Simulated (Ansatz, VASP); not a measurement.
## KBr in VASP and in Ansatz

```
K Br
1.0
     0.00000    3.45713    3.29250
     3.45713    0.00000    3.29250
     3.45713    3.45713    0.00000
K Br
1 1
Direct
  0.00000 0.00000 0.00000
  0.50000 0.50000 0.50000
```

Change from the starting cell: strain +0.050 along x and y, +0.000 along z, atoms carried along.

Alike in both runs: task single point; functional r2SCAN; k mesh 6 × 6 × 6; occupations gaussian, width 0.05 eV; no spin polarisation.

```csv
,VASP,Ansatz
version,VASP 6.6.1,Ansatz 0.2.0
potentials or method,"VASP PAW PBE potentials, release 64 (K_sv, Br)","scalar-relativistic, plane waves, PAW"
plane-wave cutoff (eV),520,500
valence electrons in the cell,16,16
```

VASP gave:

| Quantity | Value |
| --- | --- |
| gap on the k mesh at the Fermi level (eV) | 4.83 |
| least direct gap on the mesh (eV) | 4.83 |
| pressure (GPa) | -1.0 |
| largest component of the traceless stress (GPa) | 0.77 |

Q: Which values does Ansatz return?

A: gap on the k mesh at the Fermi level (eV): 4.82; least direct gap on the mesh (eV): 4.82; pressure (GPa): -1.0; largest component of the traceless stress (GPa): 0.76.

Caveats: the PAW data sets were made with another functional, which shifts forces and pressure a little (VASP).
